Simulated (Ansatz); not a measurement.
# Se under changes of volume

One of the cells (27.261 Å³/atom); the others are scaled copies at fixed shape and fractional positions:

```
CELL_PARAMETERS angstrom
4.36620 0.00000 0.00000
-2.18310 3.78124 0.00000
0.00000 0.00000 4.95360
ATOMIC_POSITIONS crystal
Se 0.77460 0.77460 0.00000
Se 0.00000 0.22540 0.66667
Se 0.22540 0.00000 0.33333
```

```yaml
Program: Ansatz 0.2.0
Functional: PBEsol
Potentials_or_basis: all-electron LAPW, scalar-relativistic
Cutoff: 299 eV (chosen from the basis error)
Basis_error_allowed: 0.002 eV/atom
k_mesh: 7 × 7 × 6
Occupations: fermi-dirac, width 0.05 eV
Spin: no spin polarisation
```

```csv
volume (Å³/atom),energy over the lowest point (meV/atom),pressure (GPa),gap on the mesh (eV),largest force (eV/Å)
25.625,21.12,4.2,1.08,0.977
26.170,9.42,2.7,1.10,0.729
26.716,2.55,1.4,1.13,0.498
27.261,0.00,0.2,1.14,0.283
27.806,1.33,-0.9,1.16,0.082
28.351,?,?,?,?
28.896,14.05,-2.7,1.13,0.280
```

**Question.** What does the run at 28.351 Å³/atom give?

**Answer.** Energy over the lowest point 6.12 meV/atom; pressure -1.9 GPa; gap on the mesh 1.15 eV; largest force 0.105 eV/Å.

Worked out: A Birch-Murnaghan fit of order 3 (a polynomial in V^(-2/3)) to the other rows has its minimum at 27.34 Å³/atom with B0 = V·E''(V) = 56 GPa and B' = 4.5 at fixed shape and positions, which overstates the stiffness. It gives 6.13 meV/atom at 28.351 Å³/atom, against the run's 6.12, and -dE/dV = -1.9 GPa, against -1.9. A parabola through the other rows of the gap, of slope -0.406 eV per unit of ln V there, gives 1.15 eV, against the run's 1.15.

Energies are extrapolated to zero smearing.

Caveats: an odd mesh through Γ misses points on the zone boundary, where band edges often lie. Spin-orbit coupling on Se is left out.
